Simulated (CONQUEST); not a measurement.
Mo under changes of volume

One of the cells (15.892 Å³/atom); the others are scaled copies at fixed shape and fractional positions:

```
Mo
1.0
     3.16762    0.00000    0.00000
     0.00000    3.16762    0.00000
     0.00000    0.00000    3.16762
Mo
2
Direct
  0.00000 0.00000 0.00000
  0.50000 0.50000 0.50000
```

* Program: CONQUEST 1.3
* Functional: PBE
* Potentials or basis: PseudoDojo NC PBE, DZ, grid of 32 × 32 × 32 points
* k mesh: 8 × 8 × 8
* Occupations: fermi-dirac, width 0.05 eV
* Spin: no spin polarisation

| volume (Å³/atom) | energy over the lowest point (meV/atom) | pressure (GPa) |
| --- | --- | --- |
| 14.938 | ? | ? |
| 15.256 | 13.63 | 9.8 |
| 15.574 | 0.19 | 3.4 |
| 15.892 | 0.00 | -2.5 |
| 16.209 | 9.97 | -7.5 |
| 16.527 | 29.38 | -12.5 |
| 16.845 | 58.38 | -16.3 |

Q: What does the run at 14.938 Å³/atom give?

A: Energy over the lowest point 39.86 meV/atom; pressure 17.2 GPa.

Worked out: A Birch-Murnaghan fit of order 3 (a polynomial in V^(-2/3)) to the other rows has its minimum at 15.75 Å³/atom with B0 = V·E''(V) = 286 GPa and B' = 4.6. It gives 40.25 meV/atom at 14.938 Å³/atom, against the run's 39.86, and -dE/dV = 17.2 GPa, against 17.2.

Energies are extrapolated to zero smearing.

Caveats: the atomic basis is small; the basis of atomic orbitals isn't converged, which shifts pressures, moduli and gaps.
